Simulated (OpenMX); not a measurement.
Crystal: Fe.

```
Fe
1.0
    -1.44300    1.44300    1.44300
     1.44300   -1.44300    1.44300
     1.44300    1.44300   -1.44300
Fe
1
Direct
  0.00000 0.00000 0.00000
```

Base run:

```yaml
Program: OpenMX 3.8.5
Functional: PBE
Potentials_or_basis: OpenMX 2013 PBE set, Fe6.0H-s3p2d2, grid cutoff 500 Ry
k_mesh: 9 × 9 × 9
Occupations: fermi-dirac, width 0.05 eV
Spin: collinear spin, ferromagnetic start
Starting_moments: "[3.0] μB"
```

Its results: pressure -5.8 GPa; net moment 2.41 μB per cell; site moments Fe +2.41 μB.

**Question.** The run is repeated on the same cell with these changes: potentials or basis from OpenMX 2013 PBE set, Fe6.0H-s3p2d2, grid cutoff 500 Ry to OpenMX 2013 PBE set, Fe6.0H-s2p2d1, grid cutoff 500 Ry. What comes out?

**Answer.** Pressure -4.3 GPa; net moment 2.31 μB per cell; site moments Fe +2.31 μB.

Caveats: the basis of atomic orbitals isn't converged, which shifts pressures, moduli and gaps; the transition metal has a single d function, too few for pressures, volumes and moments (some runs).
